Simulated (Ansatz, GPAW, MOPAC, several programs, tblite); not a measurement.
# TiTe2 (a single layer) from cheap methods to r2SCAN

Aim: run TiTe2 as a single layer in vacuum through methods of unlike cost and see what each gets, and at what price.

Computed with MOPAC, tblite, GPAW, Ansatz (versions at each run) (no spin polarisation, static lattice; gaps from single points on the cell relaxed beforehand with r²SCAN, unless a step's input says otherwise).

## (1) The system as given

It takes space group P-6m2 (No. 187, hexagonal). Conventional cell: a = 3.767 Å, b = 3.767 Å, c = 31.574 Å, α = 90.00°, β = 90.00°, γ = 120.00°. Ti (site symmetry -6m2) has 6 Te at 2.80 Å as nearest neighbours. Te (site symmetry 3m) is surrounded by 3 Ti at 2.80 Å.

As a file:

```
Ti Te
1.0
     3.76738    0.00000    0.00000
    -1.88369    3.26265    0.00000
     0.00000    0.00000   31.57399
Ti Te
1 2
Direct
  0.33333 0.66667 0.28504
  0.66667 0.33333 0.34085
  0.66667 0.33333 0.22924
```

The cell holds a single layer (2H monolayer) with vacuum along c; the form is built, and need not be the compound's stable one.

**Question.** The methods are PM6, PM7, GFN1-xTB (tblite), GFN2-xTB (tblite), PBE/single-zeta, coarse PBE, GLLB-SC, PBE, r2SCAN. What gap does r2SCAN give on this cell, and which other methods (full PBE left aside) come nearest to r2SCAN and farthest in gap?

| quantity | value |
| --- | --- |
| r2SCAN | gap 0.56 eV |
| gap: nearest and farthest of the other methods | PBE/single-zeta (-0.09 eV), GFN2-xTB (tblite) (-0.45 eV) |

What this shows: For the gap, of the 5 methods compared (full PBE left aside), PBE/single-zeta comes nearest to r2SCAN and GFN2-xTB (tblite) is farthest. A minimal basis or a coarse cutoff and mesh shifts results by its own error, so closeness to r2SCAN can be chance. Cluster runs see only the k-points that fold onto the zone centre, so their gaps can miss the band edges. GLLB-SC is compared with its derivative discontinuity added. PM7, PM6 ended in an unphysical state and are left out of the comparison. CPU times run from 1.4 s (GFN1-xTB (tblite)) to 2.5 min (GLLB-SC). On this cell GLLB-SC cost more than r2SCAN itself (64 s), so it is no saving here. r2SCAN is a yardstick, not the truth: it usually gives gaps below the measured ones. Spin-orbit coupling is left out throughout.
